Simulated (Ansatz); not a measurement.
Au at a changed volume — ¹⁹⁷Au nuclear quadrupole resonance

Cell: a COD entry, relaxed with PBE at fixed cell and then changed (volume scaled by 1.02, ions relaxed).

```
Au
1.0
     2.91921    0.00000    0.00000
    -1.45960    2.52811    0.00000
     0.00000    0.00000    4.91232
Au
2
Direct
  0.33333 0.66667 0.75000
  0.66667 0.33333 0.25000
```

Atom numbers follow the list; atoms alike are taken as one site, whose name carries the number of the first.

Level of theory: DFT, PBE, plane waves and PAW, scalar-relativistic, 420 eV cutoff, Γ-centred 18×18×10 k-points, Fermi–Dirac smearing 0.05 eV (Ansatz 0.2.0).

¹⁹⁷Au: I = 3/2, Q = 547.0 mb (year-2017 value). Static lattice, zero field.

**Question.** Predict the zero-field ¹⁹⁷Au lines of each site.

**Answer.** For I = 3/2 there is one line, ν = (|C_Q|/2)(1 + η²/3)^½.

```
site  atoms  V_zz (10²¹ V/m²)  C_Q (MHz)     η  line frequencies (MHz)
  Au   1, 2              0.96       12.6  0.00                    6.32
```

An axis of threefold or higher order runs through Au, so V_zz lies along it and η is zero.

The run finds no gap above 0.1 eV (a metal, or nearly one), so the gradients can move by 10 % or more with the k-mesh. Spin–orbit coupling is left out, which shifts gradients on Au by a few per cent in wide-gap crystals, and can shift them far more where the calculated gap is small or absent, as here.

The relaxation (1 step) took 12 s of wall time (12 s of CPU time) and 0.47 GiB at its peak, on 1 thread of Arm Neoverse V1 (aarch64; 8 cores open to the job, memory cap 3.0 GiB, no GPU), a shared host with a load of 0.6 a core.
